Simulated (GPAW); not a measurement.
# EuS (Fm-3m) in GPAW: equation of state with LDA

Aim: the equation of state of EuS with LDA.

Program: GPAW 26.7.0. These are calculated values, not measurements. Logs are shortened: lines on timing, memory, paths and dates and some standing lists are left out, and cuts for length are marked. The log counts tension as positive stress, the text compression.

### Step 1. Starting point

The structure is cubic, space group Fm-3m (No. 225). Conventional cell: a = 5.957 Å, b = 5.957 Å, c = 5.957 Å, α = 90.00°, β = 90.00°, γ = 90.00°. Eu (site symmetry m-3m) has 6 S at 2.98 Å as nearest neighbours. Around S (site symmetry m-3m) lie 6 Eu at 2.98 Å.

### Step 2. Equation of state, LDA, collinear spin, ferromagnetic start

The input, run.py:

```python
from ase import Atoms
from ase.eos import EquationOfState
from ase.io import Trajectory
from ase.units import GPa
from gpaw import GPAW, PW

atoms = Atoms(['Eu', 'S'],
              cell=[[0.0, 2.9785, 2.9785],
                    [2.9785, 0.0, 2.9785],
                    [2.9785, 2.9785, 0.0]],
              scaled_positions=[[0.0, 0.0, 0.0],
                                [0.5, 0.5, 0.5]],
              pbc=True)
atoms.set_initial_magnetic_moments([7.0, 0.0])

traj = Trajectory('eos.traj', 'w')
volumes, energies = [], []
for x in [0.94, 0.96, 0.98, 1.0, 1.02, 1.04, 1.06]:
    a = atoms.copy()
    a.set_cell(atoms.cell * x**(1 / 3), scale_atoms=True)
    calc = GPAW(mode=PW(800),
                xc='LDA',
                kpts={'size': (6, 6, 6), 'gamma': True},
                occupations={'name': 'fermi-dirac', 'width': 0.05},
                nbands=25,
                convergence={'density': 1e-05, 'energy': 1e-05},
                maxiter=150,
                txt=f'eos-{x:.2f}.txt')
    a.calc = calc
    energies.append(a.get_potential_energy(force_consistent=True))
    volumes.append(a.get_volume())
    p = -a.get_stress()[:3].mean() / GPa
    calc.write(f'eos-{x:.2f}.gpw')
    traj.write(a)
    print(f'{x:.2f} {volumes[-1]:10.4f} A^3 {energies[-1]:14.6f} eV {p:9.3f} GPa', flush=True)

v0, e0, B = EquationOfState(volumes, energies, eos='birchmurnaghan').fit()
print(f'V0 = {v0:.4f} A^3, E0 = {e0:.6f} eV, B0 = {B / GPa:.2f} GPa')
```

Potentials or basis: the program's PAW data sets (release 1.2.1) made for this functional, pw.

Launch:

```bash
$ OMP_NUM_THREADS=1 python run.py
```

Standard output:

```text
__  _  _
 | _ |_)|_||  |
 |__||  | ||/\| - 26.7.0

Input parameters:
  mode=PW(ecut=800.0),
  convergence={'density': 1e-05, 'energy': 1e-05},
  kpts=MonkhorstPack(size=(6, 6, 6), gamma=True),
  maxiter=150,
  nbands=25,
  occupations=Occupations(name='fermi-dirac', width=0.05),
  xc=XC(name='LDA')

Diagonalizing LCAO Hamiltonian
Converting LCAO to pw mode

                S

       Eu

Atoms  # Å, Bohr magnetons
|   | symbol |        x |        y |        z |    initial magnetic moments |
|---|--------|----------|----------|----------|-----------------------------|
| 0 |     Eu | 0.000000 | 0.000000 | 0.000000 | ( 0.0000,  0.0000,  7.0000) |
| 1 |      S | 2.917697 | 2.917697 | 2.917697 | ( 0.0000,  0.0000,  0.0000) |

Unit cell  # Å
| periodic |        x |        y |        z |  lengths |    angles |
|----------|----------|----------|----------|----------|-----------|
|      yes | 0.000000 | 2.917697 | 2.917697 | 4.126247 | 60.000000 |
|      yes | 2.917697 | 0.000000 | 2.917697 | 4.126247 | 60.000000 |
|      yes | 2.917697 | 2.917697 | 0.000000 | 4.126247 | 60.000000 |

Number of symmetries: 48
Symmetry operations  # r_c * U_cc + t_c -> r_c
|    | kind |            matrix            |
|----|------|------------------------------|
|  0 |  σ   |  1, 0, 0,  1, 0,-1,  1,-1, 0 |
|  1 |  C2  |  1, 0, 0,  1,-1, 0,  1, 0,-1 |
|  2 |  E   |  1, 0, 0,  0, 1, 0,  0, 0, 1 |
|  3 |  σ   |  1, 0, 0,  0, 0, 1,  0, 1, 0 |
|  4 |  C4  |  1, 0,-1,  1, 0, 0,  1,-1, 0 |
|  5 |  S6  |  1, 0,-1,  1,-1, 0,  1, 0, 0 |
|  6 |  σ   |  1, 0,-1,  0, 1,-1,  0, 0,-1 |
|  7 |  C3  |  1, 0,-1,  0, 0,-1,  0, 1,-1 |
|  8 |  S6  |  1,-1, 0,  1, 0, 0,  1, 0,-1 |
|  9 |  C4  |  1,-1, 0,  1, 0,-1,  1, 0, 0 |
| 10 |  C3  |  1,-1, 0,  0,-1, 1,  0,-1, 0 |
| 11 |  σ   |  1,-1, 0,  0,-1, 0,  0,-1, 1 |
| 12 |  σ   |  0, 1, 0,  1, 0, 0,  0, 0, 1 |
| 13 |  C4  |  0, 1, 0,  0, 1,-1, -1, 1, 0 |
| 14 |  C3  |  0, 1, 0,  0, 0, 1,  1, 0, 0 |
| 15 |  S6  |  0, 1, 0, -1, 1, 0,  0, 1,-1 |
| 16 |  C2  |  0, 1,-1,  1, 0,-1,  0, 0,-1 |
| 17 |  σ   |  0, 1,-1,  0, 1, 0, -1, 1, 0 |
| 18 |  S4  |  0, 1,-1,  0, 0,-1,  1, 0,-1 |
| 19 |  C4  |  0, 1,-1, -1, 1, 0,  0, 1, 0 |
| 20 |  C3  |  0, 0, 1,  1, 0, 0,  0, 1, 0 |
| 21 |  σ   |  0, 0, 1,  0, 1, 0,  1, 0, 0 |
| 22 |  S6  |  0, 0, 1,  0,-1, 1, -1, 0, 1 |
| 23 |  C4  |  0, 0, 1, -1, 0, 1,  0,-1, 1 |
| 24 |  S4  |  0, 0,-1,  1, 0,-1,  0, 1,-1 |
| 25 |  C3  |  0, 0,-1,  0, 1,-1,  1, 0,-1 |
| 26 |  C2  |  0, 0,-1,  0,-1, 0, -1, 0, 0 |
| 27 |  S6  |  0, 0,-1, -1, 0, 0,  0,-1, 0 |
| 28 |  S4  |  0,-1, 1,  1,-1, 0,  0,-1, 0 |
| 29 |  C4  |  0,-1, 1,  0, 0, 1, -1, 0, 1 |
| 30 |  C2  |  0,-1, 1,  0,-1, 0,  1,-1, 0 |
| 31 |  σ   |  0,-1, 1, -1, 0, 1,  0, 0, 1 |
| 32 |  C3  |  0,-1, 0,  1,-1, 0,  0,-1, 1 |
| 33 |  S6  |  0,-1, 0,  0, 0,-1, -1, 0, 0 |
| 34 |  S4  |  0,-1, 0,  0,-1, 1,  1,-1, 0 |
| 35 |  C2  |  0,-1, 0, -1, 0, 0,  0, 0,-1 |
| 36 |  C2  | -1, 1, 0,  0, 1, 0,  0, 1,-1 |
| 37 |  S6  | -1, 1, 0,  0, 1,-1,  0, 1, 0 |
| 38 |  S4  | -1, 1, 0, -1, 0, 1, -1, 0, 0 |
| 39 |  C3  | -1, 1, 0, -1, 0, 0, -1, 0, 1 |
| 40 |  S6  | -1, 0, 1,  0, 0, 1,  0,-1, 1 |
| 41 |  C2  | -1, 0, 1,  0,-1, 1,  0, 0, 1 |
| 42 |  C3  | -1, 0, 1, -1, 1, 0, -1, 0, 0 |
| 43 |  S4  | -1, 0, 1, -1, 0, 0, -1, 1, 0 |
| 44 |  C2  | -1, 0, 0,  0, 0,-1,  0,-1, 0 |
| 45 |  i   | -1, 0, 0,  0,-1, 0,  0, 0,-1 |
| 46 |  σ   | -1, 0, 0, -1, 1, 0, -1, 0, 1 |
| 47 |  C2  | -1, 0, 0, -1, 0, 1, -1, 1, 0 |

BZ-sampling:
  Number of BZ points: 216
  Number of IBZ points: 16

  Monkhorst-Pack size: [6, 6, 6]
  Monkhorst-Pack shift: [0.08333333333333333, 0.08333333333333333, 0.08333333333333333]

K-points  # in reciprocal-cell coordinates
|     |                                coordinates |     weight |
|-----|--------------------------------------------|------------|
|   0 | (  0.00000000,   0.00000000,   0.00000000) | 0.00462963 |
|   1 | (  0.16666667,   0.16666667,   0.00000000) | 0.02777778 |
|   2 | (  0.16666667,   0.16666667,   0.16666667) | 0.03703704 |
|   3 | (  0.33333333,   0.16666667,   0.16666667) | 0.05555556 |
|   4 | (  0.33333333,   0.33333333,  -0.33333333) | 0.05555556 |
|   5 | (  0.33333333,   0.33333333,   0.00000000) | 0.02777778 |
|   6 | (  0.33333333,   0.33333333,   0.16666667) | 0.11111111 |
|   7 | (  0.33333333,   0.33333333,   0.33333333) | 0.03703704 |
|   8 | (  0.50000000,   0.33333333,  -0.33333333) | 0.11111111 |
|   9 | (  0.50000000,   0.33333333,  -0.16666667) | 0.05555556 |
| ... |                                            |            |
|  15 | (  0.50000000,   0.50000000,   0.50000000) | 0.01851852 |

Plane wave coefficients: 2637
Cutoff: 800.0 eV

Spin-components: 2 (collinear spins)
Bands:           25
Projectors:      13
Spin-degeneracy: 1
Datatype:        complex128

Parallelization:
  kpt:    1
  domain: 1
  band:   1

Density:
  Valence electrons: 23.0
  Components: 2
  Grid points: [27 27 27]
  Charge: 0.0  # |e|

Potential:
  Grid points: [27 27 27]

species:
  Eu:
    name:    Europium
    Z:       63.0
    valence: 17
    core:    46
    charge:  0.0  # [|e|]
    compensation charges:
      type: gauss
      rc: 0.35  # [Å]
      lmax: 2
    cutoffs:
      filter: 1.17  # [Å]
      core: 1.91  # [Å]
    projectors
    | kind |    occ | energy [eV] | rcut [Å] |
    |------|--------|-------------|----------|
    |   5s |  2.000 |     -44.795 |    1.164 |
    |   6s |  2.000 |      -3.765 |    1.164 |
    |   5p |  6.000 |     -23.876 |    1.164 |
    |   6p |  0.000 |      -1.244 |    1.164 |
    |   5d |  0.000 |      -1.713 |    1.164 |
    |   4f |  7.000 |      -2.913 |    1.164 |
    |    d |        |      25.499 |    1.164 |
    |    f |        |      24.299 |    1.164 |

    Using partial waves for Eu as LCAO basis

  S:
    name:    Sulfur
    Z:       16.0
    valence: 6
    core:    10
    charge:  0.0  # [|e|]
    compensation charges:
      type: gauss
      rc: 0.24  # [Å]
      lmax: 2
    cutoffs:
      filter: 1.77  # [Å]
      core: 1.66  # [Å]
    projectors
    | kind |    occ | energy [eV] | rcut [Å] |
    |------|--------|-------------|----------|
    |   3s |  2.000 |     -17.278 |    0.974 |
    |   3p |  4.000 |      -7.106 |    0.979 |
    |    s |        |       9.933 |    0.974 |
    |    p |        |      20.105 |    0.979 |
    |    d |        |       0.000 |    0.900 |

    Using partial waves for S as LCAO basis

Reference energy: -305704.514845  # eV

eigensolver:
  PPCG
  Converge bands: occupied
  niter=2

density mixing:
  MSR1-Mixer
  Pratt-step length: 0.05
  Maximum mixing coefficient: 0.75
  Old densities: 10
  SVD Regularization: 0.005
  Good broyden scale: 1.0
  Trust region scale: 1.0
  Backstep threshold: 4.0
  History deletion threshold: 6.0
  Fourier metric: weight=20.0, sigma=0.015

occupation numbers:
  Fermi-Dirac:
    width: 0.0500  # eV

poisson solver:
  ecut: 6400.0  # eV

xc functional:
  name: None

convergence criteria:
- Maximum integral of absolute [dens]ity change: 1e-05 electrons / valence electron
- Maximum [total energy] change in last 3 cyles: 1e-05 eV / valence electron
- Maximum integral of absolute [eigenst]ate change: 4e-08 eV^2 / valence electron
maximum number of iterations: 150

SCF iterations
|iter     | |      energy | eigst |  dens |  magmom |
|---------|-|-------------|-------|-------|---------|
|iter:   1| |  -20.556008 | -0.38 |       |  +7.0093|
|iter:   2| |  -19.569054 | -1.55 | -0.80 |  +6.9620|
|iter:   3| |  -19.374024 | -2.20 | -1.14 |  +6.9434|
|iter:   4| |  -19.299046 | -1.96 | -1.33 |  +6.9309|
|iter:   5| |  -19.283971 | -3.64 | -1.44 |  +6.9250|
|iter:   6| |  -19.265347 | -2.83 | -1.56 |  +6.9185|
|iter:   7| |  -19.267930 | -3.64 | -2.06 |  +6.9254|
|iter:   8| |  -19.265085 | -3.84 | -2.13 |  +6.9347|
|iter:   9| |  -19.264840 | -4.38 | -2.58 |  +6.9358|
|iter:  10| |  -19.264857 | -6.15 | -3.33 |  +6.9333|
|iter:  11| |  -19.264857c| -7.28 | -3.57 |  +6.9302|
|iter:  12| |  -19.264857c| -7.92c| -4.47 |  +6.9299|
|iter:  13| |  -19.264858c| -8.39c| -4.76 |  +6.9300|
|iter:  14| |  -19.264858c| -8.76c| -5.50c|  +6.9300|

Converged in 14 steps
Energy contributions relative to reference atoms: (reference = -305704.514845)

Energy contributions:
  Kinetic:           8.821327
  Coulomb:          -8.965796
  Zero:              0.323365
  External:          0.000000
  Xc:              -19.437117
  Entropy:          -0.013274
  Spinorbit:         0.000000
  ----------------------------
  Free energy:     -19.271495
  Extrapolated:    -19.264858

dipole moment: (-32.315183, -32.315183, -32.315183)  # |e|*Ang

Total magnetic moment: (0.000000, 0.000000, 6.930001)

Local magnetic moments
|        x |        y |         z |
|----------|----------|-----------|
| 0.000000 | 0.000000 |  6.578229 |  # Eu   0
| 0.000000 | 0.000000 | -0.050740 |  # S    1

Fermi level: 8.279
Eigenvalues  # (at kpt = [0.000, 0.000, 0.000])
| band index |      eig [eV] | occ [0-1] |      eig [eV] | occ [0-1] |
|------------|---------------|-----------|---------------|-----------|
|          0 |       -32.990 |     1.000 |       -30.100 |     1.000 |
|        ... |               |           |               |           |
|          2 |       -11.683 |     1.000 |        -9.492 |     1.000 |
|          3 |       -11.683 |     1.000 |        -9.492 |     1.000 |
|          4 |        -5.225 |     1.000 |        -5.178 |     1.000 |
|          5 |         5.576 |     1.000 |         5.805 |     1.000 |
|          6 |         5.576 |     1.000 |         5.805 |     1.000 |
|          7 |         5.576 |     1.000 |         5.805 |     1.000 |
[... 8 lines left out ...]
|         16 |         9.319 |     0.000 |        12.538 |     0.000 |
|         17 |         9.319 |     0.000 |        12.538 |     0.000 |
|        ... |               |           |               |           |
|         24 |        21.455 |     0.000 |        22.194 |     0.000 |

No gap
No difference between direct/indirect transitions

Stress tensor  # eV/Ang^3
|        x |         y |         z |
|----------|-----------|-----------|
| 0.031028 |  0.000000 |  0.000000 |
| 0.000000 |  0.031028 | -0.000000 |
| 0.000000 | -0.000000 |  0.031028 |

# Writing to eos-0.94.gpw (mode='')
```

Run time: 6.7 min. Hardware: 1 thread of Arm Neoverse V2, shared host; peak memory 0.54 GiB.

What came out:

| Property | Result |
| --- | --- |
| Equilibrium volume | 22.68 Å³/atom (rough: see the caveat) |
| Bulk modulus | 65 GPa (rough) |

Energy against volume, from the lowest point:
| volume (Å³/atom) | energy (meV/atom) |
| --- | --- |
| 24.838 | 0.00 |
| 25.367 | 17.67 |
| 25.895 | 38.12 |
| 26.424 | 60.99 |
| 26.952 | 85.98 |
| 27.481 | 112.90 |
| 28.009 | 141.50 |

Caveat: one-centre terms of the f shell are cut off; the minimum lies outside the volumes run; spin-orbit coupling is left out, which moves the levels of the heavy elements; without U or exact exchange the open f shell lies at the Fermi level, which spoils levels, moments and volumes.
